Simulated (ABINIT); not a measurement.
Crystal: ZrC.

```
Zr C
1.0
     0.00000    2.36500    2.36500
     2.36500    0.00000    2.36500
     2.36500    2.36500    0.00000
Zr C
1 1
Direct
  0.50000 0.50000 0.50000
  0.00000 0.00000 0.00000
```

Program: ABINIT 10.8.3 (patched build). Alike in all runs: task band structure; cell as given; k mesh 10 × 10 × 10; smearing fermi-dirac 0.05 eV.

Question: Order these runs on this cell by their pressure, lowest first.
A. level HCTH407; potentials or basis JTH PAW PBE v2.0; spin off; cutoff (eV) 544; fine-grid cutoff 1088.46 eV
B. level PW91; potentials or basis JTH PAW PBE v2.0; spin off; cutoff (eV) 544; fine-grid cutoff 1088.46 eV
C. level LDA; potentials or basis PseudoDojo NC SR LDA v0.4 stringent; spin off; cutoff (eV) 1116
D. level BLYP; potentials or basis JTH PAW PBE v2.0; spin SOC, no magnetisation; cutoff (eV) 544; fine-grid cutoff 1088.46 eV
E. level revPBE; potentials or basis JTH PAW PBE v2.0; spin SOC, no magnetisation; cutoff (eV) 544; fine-grid cutoff 1088.46 eV

Answer: C (-12.3 GPa), A (-6.3 GPa), B (-3.2 GPa), E (-0.9 GPa), D (4.1 GPa).

Caveats: the PAW data sets were made with another functional, which shifts forces and pressure a little (some runs).
